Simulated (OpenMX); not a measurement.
Ti:

```
Ti
1.0
    -1.64100    1.64100    1.64100
     1.64100   -1.64100    1.64100
     1.64100    1.64100   -1.64100
Ti
1
Cartesian
  0.0000 0.0000 0.0000
```

This isn't the form of Ti at room conditions, which is hcp.

```yaml
Program: OpenMX 3.8.5
Task: single point
Functional: PBE
Potentials_or_basis: OpenMX 2013 PBE set, Ti7.0-s3p2d1, grid cutoff 350 Ry
k_mesh: 11 × 11 × 11
Occupations: fermi-dirac, width 0.05 eV
Spin: no spin polarisation
```

On this cell: pressure -5.9 GPa; band gap on the k mesh none (metal or under the smearing width).

The same run follows on a disturbed copy (cell strained at random at fixed volume):

```
Ti
1.0
    -1.66514    1.66141    1.59911
     1.68039   -1.70507    1.65802
     1.60454    1.64447   -1.64278
Ti
1
Direct
  0.99280 0.00712 0.00682
```

What changes?

The energy (extrapolated to zero smearing) moves by +0.9 meV/atom; pressure -5.8 GPa; band gap on the k mesh none (metal or under the smearing width).

Caveats: the transition metal has a single d function, too few for pressures, volumes and moments; the basis of atomic orbitals isn't converged, which shifts pressures, moduli and gaps.
